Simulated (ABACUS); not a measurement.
# Hf under changes of volume

One of the cells (23.523 Å³/atom); the others are scaled copies at fixed shape and fractional positions:

```xyz
1
Lattice="-1.8050 1.8050 1.8050 1.8050 -1.8050 1.8050 1.8050 1.8050 -1.8050" Properties=species:S:1:pos:R:3 pbc="T T T"
Hf    0.0000    0.0000    0.0000
```

This isn't the form of Hf at room conditions, which is hcp.

| Quantity | Value |
| --- | --- |
| Program | ABACUS 3.10.1 |
| Functional | PBE |
| Potentials or basis | PseudoDojo NC SR 0.4.1 PBE standard |
| Cutoff | 1361 eV |
| Density cutoff | 5442 eV |
| Basis | DZP LCAO (the cutoffs set its grid) |
| k mesh | 10 × 10 × 10 |
| Occupations | fermi-dirac, width 0.05 eV |
| Spin | no spin polarisation |

| volume (Å³/atom) | energy over the lowest point (meV/atom) | pressure (GPa) |
| --- | --- | --- |
| 22.112 | 0.60 | 1.4 |
| 22.582 | 0.00 | -0.8 |
| 23.052 | 5.74 | -2.9 |
| 23.523 | 17.24 | -4.7 |
| 23.993 | 33.97 | -6.4 |
| 24.464 | ? | ? |
| 24.934 | 80.95 | -9.3 |

Question: What does the run at 24.464 Å³/atom give?

Answer: Energy over the lowest point 55.38 meV/atom; pressure -7.9 GPa.

Worked out: A Birch-Murnaghan fit of order 3 (a polynomial in V^(-2/3)) to the other rows has its minimum at 22.39 Å³/atom with B0 = V·E''(V) = 108 GPa and B' = 3.9. It gives 55.36 meV/atom at 24.464 Å³/atom, against the run's 55.38, and -dE/dV = -8.0 GPa, against -7.9.

Energies are extrapolated to zero smearing.

Caveats: the atomic orbitals were generated for these runs and aren't a published set; the basis of atomic orbitals isn't converged, which shifts pressures, moduli and gaps.
